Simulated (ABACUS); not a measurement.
Crystal: SiC (Moissanite).

```xyz
4
Lattice="3.0760 0.0000 0.0000 -1.5380 2.6639 0.0000 0.0000 0.0000 5.0480" Properties=species:S:1:pos:R:3 pbc="T T T"
Si    1.5380    0.8880    2.5240
Si    0.0000    1.7759    0.0000
C     1.5380    0.8880    4.4675
C     0.0000    1.7759    1.9435
```

Base run:

```yaml
Program: ABACUS 3.10.1
Functional: PBE
Potentials_or_basis: PseudoDojo NC SR 0.4.1 PBE standard
Cutoff: 1116 eV
Density_cutoff: 4463 eV
Basis: plane waves
k_mesh: 8 × 8 × 4
Occupations: fermi-dirac, width 0.05 eV
Spin: no spin polarisation
```

Its results: band gap on the k mesh 2.59 eV, indirect (least direct gap 4.09 eV); pressure 3.7 GPa; largest force 0.757 eV/Å.

Task: After a change of settings the same cell gave: band gap on the k mesh 2.65 eV, indirect (least direct gap 4.14 eV); pressure 4.5 GPa; largest force 0.758 eV/Å. Which change was it?
A. k mesh from 8 × 8 × 4 to 10 × 10 × 5
B. cutoff from 1116 eV to 1361 eV; density cutoff from 4463 eV to 5442 eV; basis from plane waves to DZP LCAO (the cutoffs set its grid); k mesh from 8 × 8 × 4 to 9 × 9 × 5
C. functional from PBE to RPBE

Result: C.

RPBE binds less tightly than PBE, so the same cell stands under more pressure.

Caveats: the potentials were made for another functional, which shifts forces and pressure (some runs).

Not every run made on this cell is shown here.
